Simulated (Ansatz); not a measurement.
A run of Ansatz 0.2.0:

Contents of input.yaml:

```yaml
crystal:
  lattice:
    - [0.0, 2.96575, 2.96575]
    - [2.96575, 0.0, 2.96575]
    - [2.96575, 2.96575, 0.0]
  atoms:
    - { symbol: Pb, position: [0.0, 0.0, 0.0] }
    - { symbol: S, position: [0.5, 0.5, 0.5] }
kpoints:
  mp_grid: { grid: [8, 8, 8] }
scf:
  occupations: { method: fixed }
hamiltonian:
  xc: pbe
  pseudopotentials: { kind: all_electron, datasets: crystal }
output: {}
dielectric: {}
```

Potentials or basis: all-electron PAW datasets made for the crystal.

Command:

```sh
$ ansatz run input.yaml --threads 1 --pin off --max-ram 3072MiB --backend cpu --events-out ev --progress --plain --runs-dir out
```

Hardware: 1 thread of Arm Neoverse V1, with other jobs on the host.

Q: Estimate the wall time of this run.

A: Wall time 31 s on 1 thread of Arm Neoverse V1, on a shared host, peak memory 0.64 GiB. Counts: scf iterations 9, plane waves 561, k points 59, bands 14.
